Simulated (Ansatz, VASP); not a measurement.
KTaO3: VASP beside Ansatz

```xyz
5
Lattice="3.9240 0.0000 0.0000 0.0000 3.9240 0.0000 0.0000 0.0000 4.1202" Properties=species:S:1:pos:R:3 pbc="T T T"
K     1.9620    1.9620    2.0601
Ta    0.0000    0.0000    0.0000
O     1.9620    0.0000    0.0000
O     0.0000    1.9620    0.0000
O     0.0000    0.0000    2.0601
```

Alike in both runs: task single point; functional PBE; k mesh 8 × 8 × 8; occupations gaussian, width 0.05 eV; no spin polarisation.

|  | VASP | Ansatz |
| --- | --- | --- |
| version | VASP 6.6.1 | Ansatz 0.2.0 |
| potentials or method | VASP PAW PBE potentials, release 64 (K_sv, Ta_pv, O) | scalar-relativistic, plane waves, PAW |
| plane-wave cutoff (eV) | 520 | 420 |
| valence electrons in the cell | 38 | 40 |

Ansatz gave:

| Item | Value |
| --- | --- |
| gap on the k mesh at the Fermi level (eV) | 2.17 |
| least direct gap on the mesh (eV) | 2.73 |
| pressure (GPa) | 6.3 |
| largest component of the traceless stress (GPa) | 11.61 |

Problem. Estimate VASP's values.

Solution. gap on the k mesh at the Fermi level (eV): 2.12; least direct gap on the mesh (eV): 2.70; pressure (GPa): 7.0; largest component of the traceless stress (GPa): 11.81.

The functional is the same, so the differences come from potentials, cutoffs and numerics. The two sets of potentials don't hold the same shells in valence.

Caveats: spin-orbit coupling is left out, which moves the levels of the heavy elements. Expect the measured gap to be larger: semilocal functionals such as PBE lack the derivative discontinuity. A k mesh can miss the band edges.
